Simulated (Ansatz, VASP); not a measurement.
## Ga in VASP and in Ansatz

Contents of INCAR:

```
SYSTEM = Ga
ALGO = Fast
EDIFF = 1E-6
ENCUT = 520
GGA = PS
ISIF = 2
ISMEAR = -1
LASPH = .True.
LCHARG = .True.
LELF = .True.
LREAL = .False.
LVHAR = .True.
LWAVE = .False.
NBANDS = 34
NELM = 60
PREC = Accurate
SIGMA = 0.05
```

KPOINTS

```
k-points
0
Gamma
  7 7 6
  0 0 0
```

POSCAR

```
Ga
1.0
    3.7913386797     -2.3110141161      0.0000000000
    3.7913386797      2.3110141161      0.0000000000
    0.0000000000      0.0000000000      4.4581305823
Ga
4
Direct
    0.6655504900      0.0096853900      0.2500000000
    0.0096853900      0.6655504900      0.7500000000
    0.3344495100      0.9903146100      0.7500000000
    0.9903146100      0.3344495100      0.2500000000
```

The input input.yaml:

```yaml
crystal:
  lattice:
    - [3.7913386797, -2.3110141161, 0.0]
    - [3.7913386797, 2.3110141161, 0.0]
    - [0.0, 0.0, 4.4581305823]
  atoms:
    - { symbol: Ga, position: [0.66555049, 0.00968539, 0.25] }
    - { symbol: Ga, position: [0.00968539, 0.66555049, 0.75] }
    - { symbol: Ga, position: [0.33444951, 0.99031461, 0.75] }
    - { symbol: Ga, position: [0.99031461, 0.33444951, 0.25] }
kpoints:
  mp_grid: { grid: [7, 7, 6] }
scf:
  occupations: { method: fermi_dirac, width: 0.05 }
hamiltonian:
  xc: pbesol
  pseudopotentials: { kind: all_electron, lapw: { basis_error: 0.001 } }
output:
  forces: true
  stress: true
  eigenvalues: true
```

Change from the starting cell: volume scaled by 0.98.

Alike in both runs: task single point; functional PBEsol; k mesh 7 × 7 × 6; occupations fermi-dirac, width 0.05 eV; no spin polarisation.

|  | VASP | Ansatz |
| --- | --- | --- |
| version | VASP 6.6.1 | Ansatz 0.2.0 |
| potentials or method | VASP PAW PBE potentials, release 64 (Ga_d) | all-electron LAPW, scalar-relativistic |
| plane-wave cutoff (eV) | 520 | see its input |

|  | VASP | Ansatz | Ansatz less VASP |
| --- | --- | --- | --- |
| gap on the k mesh at the Fermi level (eV) | none | none | - |
| pressure (GPa) | 1.0 | 1.1 | +0.06 |
| largest component of the traceless stress (GPa) | 0.65 | 0.66 | +0.014 |
| rms of the force components (eV/Å) | 0.022 | 0.023 | +0.0008 |

Atom by atom the forces differ by 0.002 eV/Å (rms over components). A gap of «none» marks a metal or a gap that the smearing closes. Ansatz ran all-electron here, so the differences hold the error of VASP's frozen core and of both bases.

Caveats: the PAW data sets were made with another functional, which shifts forces and pressure a little (VASP).
